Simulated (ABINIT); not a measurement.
# MgS (Niningerite) (Fm-3m) in ABINIT: settings compared

One crystal, MgS (Niningerite), is run at these levels: LDA, PBE; tasks: single point, relaxation of cell and atoms.

Everything below comes from runs of ABINIT 10.8.3 (patched build). Logs are shortened: lines on timing, memory, paths and dates and some standing lists are left out, and cuts for length are marked. The log counts tension as positive stress, the text compression.

## (1) The crystal as given

The structure is cubic, space group Fm-3m (No. 225). The conventional cell has a = 5.203 Å, b = 5.203 Å, c = 5.203 Å, α = 90.00°, β = 90.00°, γ = 90.00°. Around S (site symmetry m-3m) lie 6 Mg at 2.60 Å. Mg (site symmetry m-3m) has 6 S at 2.60 Å as nearest neighbours.

## (2) Single point, LDA

File run.abi:

```
pp_dirpath "./"
pseudos "S.upf, Mg.upf"

acell 3.6792887145 3.6792887145 3.6792887145 Angstrom
rprim
     0.0000000000     0.7071067812     0.7071067812
     0.7071067812     0.0000000000     0.7071067812
     0.7071067812     0.7071067812     0.0000000000
ntypat 2
znucl 16 12
natom 2
typat 1 2
xred
     0.5000000000     0.5000000000     0.5000000000
     0.0000000000     0.0000000000     0.0000000000

ecut 40.0

kptopt 1
ngkpt 7 7 7
nshiftk 1
shiftk 0.0 0.0 0.0

ixc 7

nband 12
occopt 3
tsmear 0.05 eV

nstep 100
tolvrs 1.0e-10

iomode 3
prtwf 0
prteig 0
prtebands 0
prtden 1
prtvha 1
prtvclmb 1
prtpot 1
prtelf 1
```

Potentials or basis: PseudoDojo NC SR LDA v0.4.1 standard.

Started as:

```sh
> abinit run.abi > log 2>&1
```

run.abo:

```text
.Version 10.8.3 of ABINIT
 Symmetries : space group Fm -3 m (#225); Bravais cF (face-center cubic)
================================================================================
 Values of the parameters that define the memory need of the present run
     intxc =       0    ionmov =       0      iscf =       7    lmnmax =       6
     lnmax =       6     mgfft =      40  mpssoang =       3    mqgrid =    3001
     natom =       2  nloc_mem =       1    nspden =       1   nspinor =       1
    nsppol =       1      nsym =      48    n1xccc =    2501    ntypat =       2
    occopt =       3   xclevel =       1
       mpw =        2883          nfft =       64000          nkpt =          20
================================================================================
================================================================================

--------------------------------------------------------------------------------
------------- Echo of variables that govern the present computation ------------
--------------------------------------------------------------------------------
 -outvars: echo values of preprocessed input variables --------
            acell      6.9528480085E+00  6.9528480085E+00  6.9528480085E+00 Bohr
              amu      3.20660000E+01  2.43050000E+01
             ecut      4.00000000E+01 Hartree
              ixc           7
         kptrlatt        7    0    0      0    7    0      0    0    7
          kptrlen      4.86699361E+01
            natom           2
            nband          12
            ngfft          40      40      40
             nkpt          20
            nstep         100
             nsym          48
           ntypat           2
           occopt           3
        prtebands           0
           prteig           0
           prtelf           1
           prtpot           1
         prtvclmb           1
           prtvha           1
            prtwf           0
            rprim      0.0000000000E+00  7.0710678120E-01  7.0710678120E-01
                       7.0710678120E-01  0.0000000000E+00  7.0710678120E-01
                       7.0710678120E-01  7.0710678120E-01  0.0000000000E+00
          spgroup         225
           tolvrs      1.00000000E-10
           tsmear      1.83746611E-03 Hartree
            typat      1  2
           xangst      2.6016500000E+00  2.6016500000E+00  2.6016500000E+00
                       0.0000000000E+00  0.0000000000E+00  0.0000000000E+00
            xcart      4.9164059755E+00  4.9164059755E+00  4.9164059755E+00
                       0.0000000000E+00  0.0000000000E+00  0.0000000000E+00
             xred      5.0000000000E-01  5.0000000000E-01  5.0000000000E-01
                       0.0000000000E+00  0.0000000000E+00  0.0000000000E+00
            znucl       16.00000   12.00000

================================================================================

 chkinp: Checking input parameters for consistency.

================================================================================
== DATASET  1 ==================================================================

--- !DatasetInfo
iteration_state: {dtset: 1, }
dimensions: {natom: 2, nkpt: 20, mband: 12, nsppol: 1, nspinor: 1, nspden: 1, mpw: 2883, }
cutoff_energies: {ecut:  40.0, pawecutdg:  -1.0, }
electrons: {nelect:   1.60000000E+01, charge:   0.00000000E+00, occopt:   3.00000000E+00, tsmear:   1.83746611E-03, }
meta: {optdriver: 0, ionmov: 0, optcell: 0, iscf: 7, paral_kgb: 0, }
...

 Exchange-correlation functional for the present dataset will be:
  LDA: Perdew-Wang 92 LSD fit to Ceperley-Alder data - ixc=7
  J.P.Perdew and Y.Wang, PRB 45, 13244 (1992)

 Real(R)+Recip(G) space primitive vectors, cartesian coordinates (Bohr,Bohr^-1):
 R(1)=  0.0000000  4.9164060  4.9164060  G(1)= -0.1017003  0.1017003  0.1017003
 R(2)=  4.9164060  0.0000000  4.9164060  G(2)=  0.1017003 -0.1017003  0.1017003
 R(3)=  4.9164060  4.9164060  0.0000000  G(3)=  0.1017003  0.1017003 -0.1017003
 Unit cell volume ucvol=  2.3766937E+02 bohr^3
 Angles (23,13,12)=  6.00000000E+01  6.00000000E+01  6.00000000E+01 degrees

 getcut: wavevector=  0.0000  0.0000  0.0000  ngfft=  40  40  40
         ecut(hartree)=     40.000   => boxcut(ratio)=   2.02070

--- Pseudopotential description ------------------------------------------------
- pspini: atom type   1  psp file is ./S.upf
12 -1012 2 -1 1132                            pspcod,pspxc,lmax,lloc,mmax
     nproj     2     2     2

- pspini: atom type   2  psp file is ./Mg.upf
12 -1012 1 -1 1510                            pspcod,pspxc,lmax,lloc,mmax
     nproj     2     2     0

   2.86110328E+02                                ecore*ucvol(ha*bohr**3)
--------------------------------------------------------------------------------

================================================================================

--- !BeginCycle
iteration_state: {dtset: 1, }
solver: {iscf: 7, nstep: 100, nline: 4, wfoptalg: 0, }
tolerances: {tolvrs: 1.00E-10, }
...

     iter   Etot(hartree)      deltaE(h)  residm     vres2
 ETOT  1  -70.409874498132    -7.041E+01 1.061E-01 1.355E+02
 ETOT  2  -70.447551283557    -3.768E-02 1.946E-03 9.268E+00
 ETOT  3  -70.448886391596    -1.335E-03 8.104E-04 2.192E-01
 ETOT  4  -70.448901303838    -1.491E-05 8.662E-05 1.322E-03
 ETOT  5  -70.448901409116    -1.053E-07 3.724E-05 2.365E-04
 ETOT  6  -70.448901463800    -5.468E-08 3.155E-05 2.005E-06
 ETOT  7  -70.448901463953    -1.522E-10 1.811E-05 1.079E-07
 ETOT  8  -70.448901463974    -2.105E-11 2.461E-05 1.633E-10
 ETOT  9  -70.448901463975    -9.805E-13 1.376E-05 1.136E-13

 At SCF step    9       vres2   =  1.14E-13 < tolvrs=  1.00E-10 =>converged.

 Compute ELF
--------------------------------------------------------------------------------

 Compute kinetic energy density

 Compute gradient of the electron density
 Electron Localization Function (ELF) [min:0;max:1]
)     Maximum=    8.7725E-01  at reduced coord.    0.9500    0.9500    0.9750
)     Minimum=    0.0000E+00  at reduced coord.    0.5000    0.5000    0.5000
   Integrated=    9.0795E+01

--------------------------------------------------------------------------------
 End of ELF section

 Cartesian components of stress tensor (hartree/bohr^3)
  sigma(1 1)=  1.11940368E-04  sigma(3 2)=  0.00000000E+00
  sigma(2 2)=  1.11940368E-04  sigma(3 1)=  0.00000000E+00
  sigma(3 3)=  1.11940368E-04  sigma(2 1)=  0.00000000E+00

--- !ResultsGS
iteration_state: {dtset: 1, }
comment   : Summary of ground state results
lattice_vectors:
- [  0.0000000,   4.9164060,   4.9164060, ]
- [  4.9164060,   0.0000000,   4.9164060, ]
- [  4.9164060,   4.9164060,   0.0000000, ]
lattice_lengths: [   6.95285,    6.95285,    6.95285, ]
lattice_angles: [ 60.000,  60.000,  60.000, ] # degrees, (23, 13, 12)
lattice_volume:   2.3766937E+02
convergence: {deltae: -9.805E-13, res2:  1.136E-13, residm:  1.376E-05, diffor: null, }
etotal    :  -7.04489015E+01
entropy   :   0.00000000E+00
fermie    :   2.02362517E-01
cartesian_stress_tensor: # hartree/bohr^3
- [  1.11940368E-04,   0.00000000E+00,   0.00000000E+00, ]
- [  0.00000000E+00,   1.11940368E-04,   0.00000000E+00, ]
- [  0.00000000E+00,   0.00000000E+00,   1.11940368E-04, ]
pressure_GPa:  -3.2934E+00
xred      :
- [  5.0000E-01,   5.0000E-01,   5.0000E-01,  S]
- [  0.0000E+00,   0.0000E+00,   0.0000E+00, Mg]
cartesian_forces: # hartree/bohr
- [ -0.00000000E+00,  -0.00000000E+00,  -0.00000000E+00, ]
- [ -0.00000000E+00,  -0.00000000E+00,  -0.00000000E+00, ]
force_length_stats: {min:   0.00000000E+00, max:   0.00000000E+00, mean:   0.00000000E+00, }
...

 Integrated electronic density in atomic spheres:
 ------------------------------------------------
 Atom  Sphere_radius  Integrated_density
    1        2.00000          3.94752642
    2        2.00000          8.27478731
================================================================================

 ----iterations are completed or convergence reached----

 Mean square residual over all n,k,spin=   59.418E-09; max=  13.758E-06
 reduced coordinates (array xred) for    2 atoms
       0.500000000000      0.500000000000      0.500000000000
       0.000000000000      0.000000000000      0.000000000000
 rms dE/dt=  0.0000E+00; max dE/dt=  0.0000E+00; dE/dt below (all hartree)
    1       0.000000000000      0.000000000000      0.000000000000
    2       0.000000000000      0.000000000000      0.000000000000

 cartesian coordinates (angstrom) at end:
    1      2.60165000001558     2.60165000001558     2.60165000001558
    2      0.00000000000000     0.00000000000000     0.00000000000000

 cartesian forces (hartree/bohr) at end:
    1     -0.00000000000000    -0.00000000000000    -0.00000000000000
    2     -0.00000000000000    -0.00000000000000    -0.00000000000000
 frms,max,avg= 0.0000000E+00 0.0000000E+00   0.000E+00  0.000E+00  0.000E+00 h/b

 cartesian forces (eV/Angstrom) at end:
    1     -0.00000000000000    -0.00000000000000    -0.00000000000000
    2     -0.00000000000000    -0.00000000000000    -0.00000000000000
 frms,max,avg= 0.0000000E+00 0.0000000E+00   0.000E+00  0.000E+00  0.000E+00 e/A
 length scales=  6.952848008548  6.952848008548  6.952848008548 bohr
              =  3.679288714500  3.679288714500  3.679288714500 angstroms
 Fermi (or HOMO) energy (hartree) =   0.20236   Average Vxc (hartree)=  -0.37594
 Eigenvalues (hartree) for nkpt=  20  k points:
 kpt#   1, nband= 12, wtk=  0.00292, kpt=  0.0000  0.0000  0.0000 (reduced coord)
  -2.57016   -1.37254   -1.37254   -1.37254   -0.31340    0.15148    0.15148    0.15148
   0.27928    0.43938    0.43938    0.43938
      occupation numbers for kpt#   1
   2.00000    2.00000    2.00000    2.00000    2.00000    2.00000    2.00000    2.00000
   0.00000    0.00000    0.00000    0.00000
 prteigrs : prtvol=0 or 1, do not print more k-points.

--- !EnergyTerms
iteration_state     : {dtset: 1, }
comment             : Components of total free energy in Hartree
kinetic             :  3.77250895679854E+01
hartree             :  2.21237342373052E+01
xc                  : -1.09193509932602E+01
Ewald energy        : -3.83567382362506E+01
psp_core            :  1.20381659545262E+00
local_psp           : -6.55934706699043E+01
non_local_psp       : -1.66319819653028E+01
internal            : -7.04489014639746E+01
'-kT*entropy'       : -8.49712396981001E-16
total_energy        : -7.04489014639746E+01
total_energy_eV     : -1.91701226834127E+03
band_energy         : -1.34833427283769E+01
...

 Cartesian components of stress tensor (hartree/bohr^3)
  sigma(1 1)=  1.11940368E-04  sigma(3 2)=  0.00000000E+00
  sigma(2 2)=  1.11940368E-04  sigma(3 1)=  0.00000000E+00
  sigma(3 3)=  1.11940368E-04  sigma(2 1)=  0.00000000E+00

-Cartesian components of stress tensor (GPa)         [Pressure= -3.2934E+00 GPa]
- sigma(1 1)=  3.29339934E+00  sigma(3 2)=  0.00000000E+00
- sigma(2 2)=  3.29339934E+00  sigma(3 1)=  0.00000000E+00
- sigma(3 3)=  3.29339934E+00  sigma(2 1)=  0.00000000E+00

== END DATASET(S) ==============================================================
================================================================================

 -outvars: echo values of variables after computation  --------
            acell      6.9528480085E+00  6.9528480085E+00  6.9528480085E+00 Bohr
           etotal     -7.0448901464E+01
            fcart     -0.0000000000E+00 -0.0000000000E+00 -0.0000000000E+00
                      -0.0000000000E+00 -0.0000000000E+00 -0.0000000000E+00
            rprim      0.0000000000E+00  7.0710678120E-01  7.0710678120E-01
                       7.0710678120E-01  0.0000000000E+00  7.0710678120E-01
                       7.0710678120E-01  7.0710678120E-01  0.0000000000E+00
           strten      1.1194036846E-04  1.1194036846E-04  1.1194036846E-04
                       0.0000000000E+00  0.0000000000E+00  0.0000000000E+00
           xangst      2.6016500000E+00  2.6016500000E+00  2.6016500000E+00
                       0.0000000000E+00  0.0000000000E+00  0.0000000000E+00
             xred      5.0000000000E-01  5.0000000000E-01  5.0000000000E-01
                       0.0000000000E+00  0.0000000000E+00  0.0000000000E+00
 Calculation completed.
```

Run time: 19 s. Hardware: 1 thread of Intel Xeon 6975P-C (Granite Rapids), shared host; peak memory 0.07 GiB.

Results:

```
Free energy                                           : -1917.0123 eV
Pressure                                              : -3.3 GPa
Band gap on the k mesh                                : 2.78 eV, indirect (least direct gap 3.48 eV)
Valence electrons inside the program's atomic spheres : S 3.95; Mg 8.27
```

Caveat: an odd mesh through Γ misses points on the zone boundary, where band edges often lie.

[end of part 1 of 2]
